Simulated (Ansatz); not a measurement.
# Ge (distorted cell): a check of forces and pressure against finite differences

With Ansatz 0.2.0, Python API.

The cells in order, each with its output:

**Cell 1**
```python
import ansatz
import numpy as np

vectors0 = np.array([
    [-2.57717, 2.72321, 1.42548],
    [2.53992, -2.71178, 1.3358],
    [2.48471, 2.61931, -1.40442],
])
sites = [
    ("Ge", [0.25525, 0.76171, 0.50396]),
    ("Ge", [0.50084, 0.49812, 0.00653]),
]


def make_crystal(cell):
    crystal = ansatz.Crystal(lattice=ansatz.Lattice.of(cell))
    for symbol, position in sites:
        crystal = crystal.atom(symbol, position)
    return crystal
```

**Cell 2**
```python
def solve(crystal):
    return (
        crystal.calculation()
        .functional("PBEsol")
        .occupations("Marzari-Vanderbilt", width=0.1)
        .scf(max_iterations=65)
        .basis(540, xc_grid=2)
        .kpoints(8, 8, 6)  # the mesh must be finer for metals
        .scf(tolerance=1e-09)
        .forces()
        .stress()  # GPa
        .run(threads=1)
    ).report
```

**Cell 3**
```python
centre = solve(make_crystal(vectors0))
start = make_crystal(vectors0)
# move one atom both ways along a Cartesian axis
print(f"force on atom 0 along x: analytic {centre['forces_ev_ang'][0][0]:.4f} eV/A")
for h in (0.005, 0.02):
    shift = np.eye(3)[0] * h @ np.linalg.inv(vectors0)
    plus, minus = (solve(start.move(0, to=np.array(sites[0][1]) + sign * shift))["lagrangian_ev"] for sign in (1, -1))
    print(f"  step {h} A: numerical {-(plus - minus) / (2 * h):.4f} eV/A")
# P = -dF/dV; the difference feels the change of the plane-wave count with the cell
volume = abs(np.linalg.det(vectors0))
larger, smaller = (solve(make_crystal(vectors0 * (1 + sign * 0.005) ** (1 / 3)))["lagrangian_ev"] for sign in (1, -1))
numerical = -(larger - smaller) / (0.01 * volume) * 160.21766
print(f"pressure: analytic {np.trace(centre['stress_gpa']) / 3:.3f}, numerical {numerical:.3f} GPa")
```
Output:
```text
DeckWarning: output.stress: scf.convergence.dr2_threshold = 1e-9 eV is looser than the 2e-10 eV advised for a printed stress (1e-10 eV for each atom of the cell: 2). What an SCF threshold leaves in a stress goes as its square root, and in the free energy as [...]
force on atom 0 along x: analytic -0.2087 eV/A
  step 0.005 A: numerical -0.2087 eV/A
  step 0.02 A: numerical -0.2087 eV/A
pressure: analytic -0.170, numerical -0.168 GPa
```

Reading the output:
- The mesh is modest for a metal, so energies can be off by several to tens of meV an atom and pressures by half a GPa or more; differences at equal mesh fare better.
- Pressure is positive in compression.
- The cell is a database structure, distorted on purpose.
- Warnings are shown shortened and without file and line.
- The central difference errs as the square of the step, so the shorter step is the fairer test; what remains comes from the finite grid and the SCF threshold.
- Finished in 60 s on 1 thread of Arm Neoverse V2, with other jobs on the host, peak memory 0.49 GiB.
